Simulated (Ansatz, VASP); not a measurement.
**CdSe in VASP and in Ansatz**

```
Cd Se
1.0
     0.00000    2.87396    2.87396
     2.87396    0.00000    2.87396
     2.87396    2.87396    0.00000
Cd Se
1 1
Cartesian
  0.0000 0.0000 0.0000
  2.8740 2.8740 2.8740
```

Measurements of this composition are mostly on another form, of space group No. 186.

Alike in both runs: functional r2SCAN; k mesh 6 × 6 × 6; occupations fermi-dirac, width 0.05 eV; non-collinear spin, spin-orbit coupling.

```csv
,VASP,Ansatz
version,VASP 6.6.1,Ansatz 0.2.0
potentials or method,"VASP PAW PBE potentials, release 64 (Cd, Se)",Ansatz PAW
plane-wave cutoff (eV),520,500
valence electrons in the cell,18,36
task,single point,band structure
```

VASP gave:

```
gap on the k mesh at the Fermi level (eV) : none
pressure (GPa)                            : -1.8
net moment per atom (μB)                  : 0.00
```

Q: Which values does Ansatz return?

A: gap on the k mesh at the Fermi level (eV): none; pressure (GPa): -2.1; net moment per atom (μB): 0.00.

A gap of «none» marks a metal or a gap that the smearing closes. The functional is the same, so the differences come from potentials, cutoffs and numerics. The two sets of potentials don't hold the same shells in valence.

Caveats: the PAW data sets were made with another functional, which shifts forces and pressure a little (VASP); the PAW data sets come from PBE, with cores solved anew for the run's functional, which leaves a small shift of forces and pressure (Ansatz).
